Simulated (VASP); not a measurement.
# Pb (C2/m) in VASP: notebook

The runs below take Pb through single point, with LDA.

Everything below comes from runs of VASP 6.6.1. Logs are shortened: lines on timing, memory, paths and dates and some standing lists are left out, and cuts for length are marked.

### 1 The structure

Symmetry: C2/m, No. 12, monoclinic system. Conventional cell: a = 6.077 Å, b = 3.501 Å, c = 6.452 Å, α = 90.00°, β = 109.14°, γ = 90.00°. Around Pb (site symmetry m) lie 10 Pb at 3.34 to 3.51 Å.

This isn't the form of Pb at room conditions, which is fcc.

### 2 Single point, LDA

Input file INCAR:

```
SYSTEM = Pb
ADDGRID = .False. ; ALGO = Normal
EDIFF = 1E-6 ; ENCUT = 340
GGA = CA ; ISIF = 2
ISMEAR = 1 ; LASPH = .True.
LCHARG = .False. ; LREAL = .False.
LWAVE = .False. ; NELM = 100
PREC = Accurate ; SIGMA = 0.2
```

Input file KPOINTS:

```
k-points
0
Gamma
  14 14 7
  0 0 0
```

Input file POSCAR:

```
Pb
1.0
    3.0386068135     -1.7503199600      0.0000000000
    3.0386068135      1.7503199600      0.0000000000
   -2.1154626375      0.0000000000      6.0952248674
Pb
2
Direct
    0.9226740000      0.9042520000      0.7213670000
    0.1042030000      0.0659440000      0.2801110000
```

Potentials or basis: VASP PAW LDA potentials, release 64 (Pb_d).

The run is started by

```console
> cat potpaw_LDA.64/Pb_d/POTCAR > POTCAR
> mpirun -np 1 vasp_std > vasp.out
```

OUTCAR:

```text
SYSTEM = Pb
   EDIFF = 1E-6
   ENCUT = 340
   GGA = CA
   ISIF = 2
   ISMEAR = 1
   LASPH = .True.
   LREAL = .False.
   NELM = 100
   PREC = Accurate

 Found    688 irreducible k-points:

 Following reciprocal coordinates:
            Coordinates               Weight
  0.000000  0.000000  0.000000      1.000000
  0.071429 -0.000000 -0.000000      2.000000
  0.000000 -0.071429  0.000000      2.000000
  0.142857  0.000000 -0.000000      2.000000
  0.000000 -0.142857  0.000000      2.000000
  0.214286  0.000000 -0.000000      2.000000
   k-points           NKPTS =    688   k-points in BZ     NKDIM =    688   number of bands    NBANDS=     18
   number of dos      NEDOS =    301   number of ions     NIONS =      2
   total plane-waves  NPLWV =  23040
   dimension x,y,z NGX =    24 NGY =   24 NGZ =   40
   dimension x,y,z NGXF=    48 NGYF=   48 NGZF=   80
   ions per type =               2
   NGX,Y,Z   is equivalent  to a cutoff of  11.38, 11.38, 10.31 a.u.
   NGXF,Y,Z  is equivalent  to a cutoff of  22.76, 22.76, 20.61 a.u.
 SYSTEM =  Pb
   PREC   = accura    normal or accurate (medium, high low for compatibility)
   ISTART =      0    job   : 0-new  1-cont  2-samecut
   ICHARG =      2    charge: 1-file 2-atom 10-const
   ISPIN  =      1    spin polarized calculation?
   LNONCOLLINEAR =      F non collinear calculations
   LSORBIT =      F    spin-orbit coupling
   LASPH  =      T    aspherical Exc in radial PAW
   ENCUT  =  340.0 eV  24.99 Ry    5.00 a.u.   5.27  5.27  9.70*2*pi/ulx,y,z
   NELM   =    100;   NELMIN=  2; NELMDL= -5     # of ELM steps
   EDIFF  = 0.1E-05   stopping-criterion for ELM
   LREAL  =      F    real-space projection
   EDIFFG = 0.1E-04   stopping-criterion for IOM
   NSW    =      0    number of steps for IOM
   IBRION =     -1    ionic relax: 0-MD 1-quasi-New 2-CG
   NFREE  =      0    steps in history (QN), initial steepest desc. (CG)
   ISIF   =      2    stress and relaxation
   ISYM   =      2    0-nonsym 1-usesym 2-fastsym
   POTIM  = 0.5000    time-step for ionic-motion
   TEBEG  =    0.0;   TEEND  =   0.0 temperature during run
   PSTRESS=    0.0 pullay stress
   NELECT =      28.0000    total number of electrons
   NUPDOWN=      -1.0000    fix difference up-down
   EMIN   =  10.00;   EMAX   =-10.00  energy-range for DOS
   EFERMI =   0.00;   METHOD = LEGACY
   ISMEAR =     1;   SIGMA  =   0.20  broadening in eV -4-tet -1-fermi 0-gaus
   EFERMI_NEDOS =   21; number of points for ismear=-14 and -15
   IALGO  =     38    algorithm
   IMIX   =      4    mixing-type and parameters
     AMIX     =   0.40;   BMIX     =  1.00
     AMIX_MAG =   1.60;   BMIX_MAG =  1.00
  volume/ion in A,a.u.               =      32.42       218.77
  Fermi-wavevector in a.u.,A,eV,Ry     =   1.237438  2.338420 20.833975  1.531254
  Thomas-Fermi vector in A             =   2.372006
   LORBIT       =      0    0 simple, 1 ext, 2 COOP (PROOUT), +10 PAW based schemes
   GGA     = CA    functional components
   LHFCALC =     F    Hartree Fock is set to
   AEXX    =    0.0000 exact exchange contribution
   IVDW    =     0    specifies the selected vdW correction
   LEPSILON=     F    determine dielectric tensor
   LRPA    =     F    only Hartree local field effects (RPA)
 non-spin polarized calculation
 Methfessel and Paxton  Order N= 1 SIGMA  =   0.20
  energy-cutoff  :      340.00
  volume of cell :       64.84
 maximum number of plane-waves:       935
 NGX is ok and might be reduce to    24
   NGX = 11   NGY = 11   NGZ = 19

 number of electron      27.9999998 magnetization

 Free energy of the ion-electron system (eV)
  ---------------------------------------------------
  ext. energy  EPLUGINS =         0.00000000
  ---------------------------------------------------
  free energy    TOTEN  =        -8.32083582 eV

  energy without entropy =       -8.32157442  energy(sigma->0) =       -8.32108202

 E-fermi :   6.2805     XC(G=0): -10.0827

 val. band max:        6.2788220717   @ k =  -0.3571   0.1429   0.2857
 cond. band min:       6.2832886470   @ k =   0.3571   0.3571  -0.0000
 fundamental gap:      0.0044665753
 Fermi energy:         6.2805393043

 k-point     1 :       0.0000    0.0000    0.0000
  band No.  band energies     occupation
      1     -10.7965      2.00000
      2     -10.7164      2.00000
      3     -10.7158      2.00000
      4     -10.7156      2.00000
      5     -10.7137      2.00000
      6     -10.7043      2.00000
[... 10 lines left out ...]
     17      12.7787      0.00000
     18      12.8791      0.00000

 k-point     2 :       0.0714   -0.0000   -0.0000
  band No.  band energies     occupation
      1     -10.7928      2.00000
      2     -10.7291      2.00000
      3     -10.7170      2.00000
      4     -10.7062      2.00000
      5     -10.7033      2.00000
      6     -10.6850      2.00000
[... 10 lines left out ...]
     17      12.7239      0.00000
     18      12.8520      0.00000

 k-point     3 :       0.0000   -0.0714    0.0000
  band No.  band energies     occupation
      1     -10.7925      2.00000
      2     -10.7290      2.00000
      3     -10.7170      2.00000
      4     -10.7067      2.00000
      5     -10.7032      2.00000
      6     -10.6854      2.00000
[... 10 lines left out ...]
     17      12.7198      0.00000
     18      12.8676      0.00000

 k-point     4 :       0.1429    0.0000   -0.0000
  band No.  band energies     occupation
      1     -10.7833      2.00000
      2     -10.7465      2.00000
      3     -10.7258      2.00000
      4     -10.6808      2.00000
      5     -10.6715      2.00000
      6     -10.6524      2.00000
[... 10 lines left out ...]
     17      12.4682      0.00000
     18      12.7516      0.00000

 k-point     5 :       0.0000   -0.1429    0.0000
  band No.  band energies     occupation
      1     -10.7814      2.00000
      2     -10.7483      2.00000
      3     -10.7255      2.00000
      4     -10.6825      2.00000
      5     -10.6709      2.00000
      6     -10.6543      2.00000
[... 10 lines left out ...]
     17      12.4929      0.00000
     18      12.7322      0.00000

 k-point     6 :       0.2143    0.0000   -0.0000
  band No.  band energies     occupation
      1     -10.7844      2.00000
      2     -10.7542      2.00000
      3     -10.7400      2.00000
      4     -10.6610      2.00000
      5     -10.6526      2.00000
      6     -10.6244      2.00000
[... 10 lines left out ...]
     17      11.8846      0.00000
     18      12.6610      0.00000

 [... further k-points ...]

------------------------ aborting loop because EDIFF is reached ----------------------------------------

  FORCE on cell =-STRESS in cart. coord.  units (eV):
  Direction    XX          YY          ZZ          XY          YZ          ZX
  --------------------------------------------------------------------------------------
  -------------------------------------------------------------------------------------
  Total       -1.4005590     -1.4843332     -0.9979307     -0.0174199     -0.0332221     -0.0491411
  in kB      -34.6098973    -36.6800820    -24.6603519     -0.4304720     -0.8209684     -1.2143493
  external PRESSURE =     -31.9834437 kB  Pullay stress =       0.0000000 kB

 VOLUME and BASIS-vectors are now :
 -----------------------------------------------------------------------------
  energy-cutoff  :      340.00
  volume of cell :       64.84
      direct lattice vectors                 reciprocal lattice vectors
     3.038606813 -1.750319960  0.000000000     0.164549095 -0.285662057  0.057109864
     3.038606813  1.750319960  0.000000000     0.164549095  0.285662057  0.057109864
    -2.115462637  0.000000000  6.095224867     0.000000000  0.000000000  0.164062856

 POSITION                                       TOTAL-FORCE (eV/Angst)
 -----------------------------------------------------------------------------------
      4.02528     -0.03224      4.39689        -0.009216     -0.011066      0.075331
     -0.07555     -0.06697      1.70734         0.009216      0.011066     -0.075331
 -----------------------------------------------------------------------------------
    total drift:                               -0.000035     -0.000018     -0.000026

  FREE ENERGIE OF THE ION-ELECTRON SYSTEM (eV)
  ---------------------------------------------------
  free  energy   TOTEN  =        -8.3208358223 eV

  energy  without entropy=       -8.3215744194  energy(sigma->0) =       -8.32108202
```

It took 93 s on 1 thread of Intel Xeon 6975P-C (Granite Rapids), shared host; peak memory 0.42 GiB.

The run converged, but some of its settings lie outside the range that counts as converged, so its numbers aren't taken as properties of the crystal.

Results:

| Property | Result |
| --- | --- |
| Free energy | -8.3208 eV |
| Pressure | -3.2 GPa |
| Largest force | 0.077 eV/Å |
| Band gap on the k mesh | none (metal or under the smearing width) |

### 3 Single point, LDA

INCAR: that of step 2 with these lines changed.

```diff
@@ -2,3 +2,3 @@
 ADDGRID = .False. ; ALGO = Normal
-EDIFF = 1E-6 ; ENCUT = 340
+EDIFF = 1E-6 ; ENCUT = 520
 GGA = CA ; ISIF = 2
```

Input file KPOINTS:

```
k-points
0
Gamma
  12 12 6
  0 0 0
```

Input file POSCAR:

```
Pb
1.0
    3.0386068135     -1.7503199600      0.0000000000
    3.0386068135      1.7503199600      0.0000000000
   -2.1154626375      0.0000000000      6.0952248674
Pb
2
Direct
    0.9085084100      0.9085084100      0.7262922000
    0.0914915900      0.0914915900      0.2737078000
```

Potentials or basis: VASP PAW LDA potentials, release 64 (Pb_d).

The run is started by

```console
> cat potpaw_LDA.64/Pb_d/POTCAR > POTCAR
> mpirun -np 1 vasp_std > vasp.out
```

Wall time 67 s (1 thread of Intel Xeon 6975P-C (Granite Rapids), shared host); peak memory 0.34 GiB.

The run converged, but some of its settings lie outside the range that counts as converged, so its numbers aren't taken as properties of the crystal.

Results:

```yaml
Free_energy: -8.3220 eV
Pressure: -3.0 GPa
Largest_force: 0.079 eV/Å
Band_gap_on_the_k_mesh: none (metal or under the smearing width)
```
